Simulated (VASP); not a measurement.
Here is a VASP 6.6.1 calculation.

Contents of POSCAR:

```
SnO
1.0
    3.8020000000      0.0000000000      0.0000000000
    0.0000000000      3.8020000000      0.0000000000
    0.0000000000      0.0000000000      4.8360000000
Sn O
2 2
Direct
    0.0000000000      0.5000000000      0.2385000000
    0.5000000000      0.0000000000      0.7615000000
    0.0000000000      0.0000000000      0.0000000000
    0.5000000000      0.5000000000      0.0000000000
```

File INCAR.step1:

```
SYSTEM = SnO
PREC     = Accurate       ! precision mode
ENCUT    = 520            ! plane-wave cutoff, eV
EDIFF    = 1E-5           ! SCF threshold, eV
ISMEAR   = 0              ! smearing method
SIGMA    = 0.02           ! smearing width, eV
LREAL    = .False.        ! projectors in reciprocal space
LASPH    = .True.         ! aspherical terms in the spheres
NELM     = 100            ! most SCF steps
ALGO     = Normal         ! electronic algorithm
ISIF     = 2              ! what is computed and relaxed
LWAVE    = .True.         ! write WAVECAR
LCHARG   = .False.        ! write CHGCAR
GGA      = PE             ! functional
```

File INCAR.step2:

```
SYSTEM = SnO
PREC     = Accurate       ! precision mode
ENCUT    = 520            ! plane-wave cutoff, eV
EDIFF    = 1E-7           ! SCF threshold, eV
ISMEAR   = 0              ! smearing method
SIGMA    = 0.02           ! smearing width, eV
LREAL    = .False.        ! projectors in reciprocal space
LASPH    = .True.         ! aspherical terms in the spheres
NELM     = 100            ! most SCF steps
ALGO     = Normal         ! electronic algorithm
ISIF     = 2              ! what is computed and relaxed
LWAVE    = .False.        ! write WAVECAR
LCHARG   = .False.        ! write CHGCAR
GGA      = PE             ! functional
LHFCALC  = .True.         ! exact exchange
AEXX     = 0.25           ! exact-exchange fraction
PRECFOCK = Fast         
ISTART   = 1
```

File KPOINTS:

```
Automatic mesh
0
Gamma
  4 4 4
  0 0 0
```

Potentials or basis: VASP PAW PBE potentials, release 64 (Sn_d, O).

Run with:

```console
$ cat potpaw_PBE.64/Sn_d/POTCAR potpaw_PBE.64/O/POTCAR > POTCAR
$ cp INCAR.step1 INCAR
$ mpirun -np 1 vasp_std > vasp.out
$ cp INCAR.step2 INCAR
$ mpirun -np 1 vasp_std > vasp.out
```

(1) Estimate the band gap on the k mesh.

(2) What does it give for the pressure?

(3) Estimate the largest force.

Answers

(1) 1.04 eV, indirect (least direct gap 3.34 eV).

(2) -0.1 GPa.

(3) 0.188 eV/Å.

Caveat: the PAW data sets were made with another functional, which shifts forces and pressure a little; spin-orbit coupling is left out, which moves the levels of the heavy elements.
